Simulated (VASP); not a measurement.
# Tb (Fm-3m) in VASP: single point with PBE

Aim: the single point of Tb with PBE.

Everything below comes from runs of VASP 6.6.1. Logs are shortened: lines on timing, memory, paths and dates and some standing lists are left out, and cuts for length are marked.

**1. The crystal as given**

Symmetry: Fm-3m, No. 225, cubic system. Conventional cell: a = 5.040 Å, b = 5.040 Å, c = 5.040 Å, α = 90.00°, β = 90.00°, γ = 90.00°. Around Tb (site symmetry m-3m) lie 12 Tb at 3.56 Å.

This isn't the form of Tb at room conditions, which is hcp.

**2. Single point, PBE, collinear spin, typed start**

INCAR reads:

```
PREC = Accurate ; ENCUT = 520
EDIFF = 1E-6 ; ISMEAR = -1
SIGMA = 0.05 ; LREAL = False
LASPH = True ; NELM = 150
ALGO = Normal ; ISIF = 2
LWAVE = False ; LCHARG = True
ISPIN = 2 ; MAGMOM = 6
LORBIT = 11 ; LMAXMIX = 6
GGA = PE ; LELF = True
LVHAR = True ; NBANDS = 20
```

KPOINTS reads:

```
Automatic mesh
0
Gamma
  9 9 9
```

POSCAR reads:

```
Tb
1.0
    0.0000000000      2.5199650902      2.5199650902
    2.5199650902      0.0000000000      2.5199650902
    2.5199650902      2.5199650902      0.0000000000
Tb
1
Direct
    0.0000000000      0.0000000000      0.0000000000
```

Potentials or basis: VASP PAW PBE potentials, release 64 (Tb).

Started as:

```bash
$ cat potpaw_PBE.64/Tb/POTCAR > POTCAR
$ mpirun -np 1 vasp_std > vasp.out
```

OUTCAR:

```text
PREC = Accurate
   ENCUT = 520
   EDIFF = 1E-6
   ISMEAR = -1
   LREAL = False
   LASPH = True
   NELM = 150
   ISIF = 2
   ISPIN = 2
   LORBIT = 11
   GGA = PE

 ion  position               nearest neighbor table
   1  0.000  0.000  0.000-

  LATTYP: Found a face centered cubic cell.
 ALAT       =     5.0399301804

  Lattice vectors:

 A1 = (   0.0000000000,   2.5199650902,   2.5199650902)
 A2 = (   2.5199650902,   0.0000000000,   2.5199650902)
 A3 = (   2.5199650902,   2.5199650902,   0.0000000000)

Analysis of symmetry for initial positions (statically):
=====================================================================
 Subroutine PRICEL returns:
 Original cell was already a primitive cell.

 Routine SETGRP: Setting up the symmetry group for a
 face centered cubic supercell.

 Subroutine GETGRP returns: Found 48 space group operations
 (whereof 48 operations were pure point group operations)
 out of a pool of 48 trial point group operations.

The static configuration has the point symmetry O_h .

Analysis of symmetry for dynamics (positions and initial velocities):
=====================================================================
 Subroutine PRICEL returns:
 Original cell was already a primitive cell.

 Routine SETGRP: Setting up the symmetry group for a
 face centered cubic supercell.

 Subroutine GETGRP returns: Found 48 space group operations
 (whereof 48 operations were pure point group operations)
 out of a pool of 48 trial point group operations.

The dynamic configuration has the point symmetry O_h .

Analysis of structural, dynamic, and magnetic symmetry:
=====================================================================
 Subroutine PRICEL returns:
 Original cell was already a primitive cell.

 Routine SETGRP: Setting up the symmetry group for a
 face centered cubic supercell.

 Subroutine GETGRP returns: Found 48 space group operations
 (whereof 48 operations were pure point group operations)
 out of a pool of 48 trial point group operations.

The overall configuration has the point symmetry O_h .

 Subroutine INISYM returns: Found 48 space group operations
 (whereof 48 operations are pure point group operations),
 and found     1 'primitive' translations

----------------------------------------------------------------------------------------

                                     Primitive cell

  volume of cell :      32.0047

  direct lattice vectors                    reciprocal lattice vectors
     0.000000000  2.519965090  2.519965090    -0.198415447  0.198415447  0.198415447
     2.519965090  0.000000000  2.519965090     0.198415447 -0.198415447  0.198415447
     2.519965090  2.519965090  0.000000000     0.198415447  0.198415447 -0.198415447

  length of vectors
     3.563768807  3.563768807  3.563768807     0.343665635  0.343665635  0.343665635

  position of ions in fractional coordinates (direct lattice)
     0.000000000  0.000000000  0.000000000

  ion indices of the primitive-cell ions
   primitive index   ion index
                 1           1

----------------------------------------------------------------------------------------

 KPOINTS: Automatic mesh

Automatic generation of k-mesh.
 Grid dimensions read from file:
 generate k-points for:    9    9    9

 Generating k-lattice:

  Cartesian coordinates                     Fractional coordinates (reciprocal lattice)
    -0.022046161  0.022046161  0.022046161     0.111111111  0.000000000  0.000000000
     0.022046161 -0.022046161  0.022046161     0.000000000  0.111111111  0.000000000
     0.022046161  0.022046161 -0.022046161     0.000000000  0.000000000  0.111111111

  Length of vectors
     0.038185071  0.038185071  0.038185071

  Shift w.r.t. Gamma in fractional coordinates (k-lattice)
     0.000000000  0.000000000  0.000000000

 Subroutine IBZKPT returns following result:
 ===========================================

 Found     35 irreducible k-points:

 Following reciprocal coordinates:
            Coordinates               Weight
  0.000000  0.000000  0.000000      1.000000
  0.111111  0.000000  0.000000      8.000000
  0.222222  0.000000  0.000000      8.000000
  0.333333  0.000000  0.000000      8.000000
  0.444444  0.000000  0.000000      8.000000
  0.111111  0.111111  0.000000      6.000000
[... 16 lines left out ...]
 -0.333333  0.333333  0.000000     12.000000
  0.444444  0.444444  0.000000      6.000000
 [... further k-points ...]
   k-points           NKPTS =     35   k-points in BZ     NKDIM =     35   number of bands    NBANDS=     20
   number of dos      NEDOS =    301   number of ions     NIONS =      1
   total plane-waves  NPLWV =  21952
   dimension x,y,z NGX =    28 NGY =   28 NGZ =   28
   dimension x,y,z NGXF=    56 NGYF=   56 NGZF=   56
   ions per type =               1
   NGX,Y,Z   is equivalent  to a cutoff of  13.06, 13.06, 13.06 a.u.
   NGXF,Y,Z  is equivalent  to a cutoff of  26.12, 26.12, 26.12 a.u.
 SYSTEM =  unknown system
   PREC   = accura    normal or accurate (medium, high low for compatibility)
   ISTART =      0    job   : 0-new  1-cont  2-samecut
   ICHARG =      2    charge: 1-file 2-atom 10-const
   ISPIN  =      2    spin polarized calculation?
   LNONCOLLINEAR =      F non collinear calculations
   LSORBIT =      F    spin-orbit coupling
   LASPH  =      T    aspherical Exc in radial PAW
   ENCUT  =  520.0 eV  38.22 Ry    6.18 a.u.   6.63  6.63  6.63*2*pi/ulx,y,z
   NELM   =    150;   NELMIN=  2; NELMDL= -5     # of ELM steps
   EDIFF  = 0.1E-05   stopping-criterion for ELM
   LREAL  =      F    real-space projection
   EDIFFG = 0.1E-04   stopping-criterion for IOM
   NSW    =      0    number of steps for IOM
   IBRION =     -1    ionic relax: 0-MD 1-quasi-New 2-CG
   NFREE  =      0    steps in history (QN), initial steepest desc. (CG)
   ISIF   =      2    stress and relaxation
   ISYM   =      2    0-nonsym 1-usesym 2-fastsym
   POTIM  = 0.5000    time-step for ionic-motion
   TEBEG  =    0.0;   TEEND  =   0.0 temperature during run
   PSTRESS=    0.0 pullay stress
   NELECT =      19.0000    total number of electrons
   NUPDOWN=      -1.0000    fix difference up-down
   EMIN   =  10.00;   EMAX   =-10.00  energy-range for DOS
   EFERMI =   0.00;   METHOD = LEGACY
   ISMEAR =    -1;   SIGMA  =   0.05  broadening in eV -4-tet -1-fermi 0-gaus
   EFERMI_NEDOS =   21; number of points for ismear=-14 and -15
   IALGO  =     38    algorithm
   IMIX   =      4    mixing-type and parameters
     AMIX     =   0.40;   BMIX     =  1.00
     AMIX_MAG =   1.60;   BMIX_MAG =  1.00
  volume/ion in A,a.u.               =      32.00       215.98
  Fermi-wavevector in a.u.,A,eV,Ry     =   1.375904  2.600082 25.757355  1.893112
  Thomas-Fermi vector in A             =   2.501197
   LORBIT       =     11    0 simple, 1 ext, 2 COOP (PROOUT), +10 PAW based schemes
   GGA     = PE    functional components
   LHFCALC =     F    Hartree Fock is set to
   AEXX    =    0.0000 exact exchange contribution
   IVDW    =     0    specifies the selected vdW correction
   LEPSILON=     F    determine dielectric tensor
   LRPA    =     F    only Hartree local field effects (RPA)
 spin polarized calculation
  energy-cutoff  :      520.00
  volume of cell :       32.00
 maximum number of plane-waves:       889
   NGX = 13   NGY = 13   NGZ = 13

 number of electron      19.0000007 magnetization       5.8716856

 Free energy of the ion-electron system (eV)
  ---------------------------------------------------
  ext. energy  EPLUGINS =         0.00000000
  ---------------------------------------------------
  free energy    TOTEN  =        -9.55201602 eV

  energy without entropy =       -9.51094339  energy(sigma->0) =       -9.53147971

 E-fermi :   2.9164     XC(G=0): -10.1040

 val. band max:        2.9087627670   @ k =  -0.4444   0.3333   0.0000
 cond. band min:       2.9164946168   @ k =  -0.4444   0.3333   0.1111
 fundamental gap:      0.0077318498
 Fermi energy:         2.9163528023

 spin component 1

 k-point     1 :       0.0000    0.0000    0.0000
  band No.  band energies     occupation
      1     -43.1940      1.00000
      2     -19.4487      1.00000
      3     -19.4487      1.00000
      4     -19.4487      1.00000
      5      -2.0414      1.00000
      6      -1.2413      1.00000
[... 12 lines left out ...]
     19      15.8284      0.00000
     20      15.8284      0.00000

 k-point     2 :       0.1111    0.0000    0.0000
  band No.  band energies     occupation
      1     -43.1868      1.00000
      2     -19.5372      1.00000
      3     -19.4598      1.00000
      4     -19.4598      1.00000
      5      -1.7049      1.00000
      6      -1.2449      1.00000
[... 498 lines left out ...]
 k-point    24 :       0.4444    0.4444    0.0000
  band No.  band energies     occupation
      1     -43.1151      1.00000
      2     -20.0955      1.00000
      3     -19.6961      1.00000
      4     -19.6961      1.00000
      5      -1.2865      1.00000
      6      -1.2670      1.00000
[... 12 lines left out ...]
     19      12.0292      0.00000
     20      13.0416      0.00000

 [... further k-points ...]

 spin component 2

 k-point     1 :       0.0000    0.0000    0.0000
  band No.  band energies     occupation
      1     -40.6241      1.00000
      2     -17.5539      1.00000
      3     -17.5539      1.00000
      4     -17.5538      1.00000
      5      -1.7027      1.00000
      6       2.5277      0.99958
[... 12 lines left out ...]
     19      16.1647      0.00000
     20      16.1647      0.00000

 k-point     2 :       0.1111    0.0000    0.0000
  band No.  band energies     occupation
      1     -40.6153      1.00000
      2     -17.6620      1.00000
      3     -17.5670      1.00000
      4     -17.5670      1.00000
      5      -1.3506      1.00000
      6       2.5235      0.99961
[... 498 lines left out ...]
 k-point    24 :       0.4444    0.4444    0.0000
  band No.  band energies     occupation
      1     -40.5263      1.00000
      2     -18.3303      1.00000
      3     -17.8476      1.00000
      4     -17.8476      1.00000
      5       1.2841      1.00000
      6       2.3123      0.99999
[... 12 lines left out ...]
     19      12.6904      0.00000
     20      13.9648      0.00000

 [... further k-points ...]

------------------------ aborting loop because EDIFF is reached ----------------------------------------

  FORCE on cell =-STRESS in cart. coord.  units (eV):
  Direction    XX          YY          ZZ          XY          YZ          ZX
  --------------------------------------------------------------------------------------
  -------------------------------------------------------------------------------------
  Total       -0.0091520     -0.0091520     -0.0091520     -0.0000000     -0.0000000      0.0000000
  in kB       -0.4581555     -0.4581555     -0.4581555     -0.0000000     -0.0000000      0.0000000
  external PRESSURE =      -0.4581555 kB  Pullay stress =       0.0000000 kB

 VOLUME and BASIS-vectors are now :
 -----------------------------------------------------------------------------
  energy-cutoff  :      520.00
  volume of cell :       32.00
      direct lattice vectors                 reciprocal lattice vectors
     0.000000000  2.519965090  2.519965090    -0.198415447  0.198415447  0.198415447
     2.519965090  0.000000000  2.519965090     0.198415447 -0.198415447  0.198415447
     2.519965090  2.519965090  0.000000000     0.198415447  0.198415447 -0.198415447

 POSITION                                       TOTAL-FORCE (eV/Angst)
 -----------------------------------------------------------------------------------
      0.00000      0.00000      0.00000         0.000000     -0.000000      0.000000
 -----------------------------------------------------------------------------------
    total drift:                               -0.000000     -0.000000     -0.000000

  FREE ENERGIE OF THE ION-ELECTRON SYSTEM (eV)
  ---------------------------------------------------
  free  energy   TOTEN  =        -9.5520160244 eV

  energy  without entropy=       -9.5109433903  energy(sigma->0) =       -9.53147971

 total charge

# of ion       s       p       d       f       tot
--------------------------------------------------
    1        2.088   5.595   0.516   8.116  16.315

 magnetization (x)

# of ion       s       p       d       f       tot
--------------------------------------------------
    1        0.001  -0.050   0.066   5.680   5.697
```

Run time: 80 s. Hardware: 1 thread of Intel Xeon 6975P-C (Granite Rapids), shared host; peak memory 0.2 GiB.

What came out:

```yaml
Free_energy: -9.5520 eV
Pressure: 0.0 GPa
Band_gap_on_the_k_mesh: none (metal or under the smearing width)
Net_moment: 5.87 μB per cell
Site_moments: Tb +5.70 μB
Valence_electrons_inside_the_program's_atomic_spheres: Tb 16.32
```

Levels at points of the mesh, in eV from the Fermi level:
Spin up:
```csv
k point,band 10,band 11,band 12,band 13,band 14,band 15
"(0.00, 0.00, 0.00)",-4.09,-4.09,-3.48,1.84,1.84,1.84
```
Spin down:
```tsv
k point	band 3	band 4	band 5	band 6	band 7	band 8	band 9	band 10
(0.00, 0.00, 0.00)	-20.47	-20.47	-4.62	-0.39	0.13	0.13	0.13	0.85
```

Caveat: the magnetic or orbital state may not be the lowest; spin-orbit coupling is left out, which moves the levels of the heavy elements.
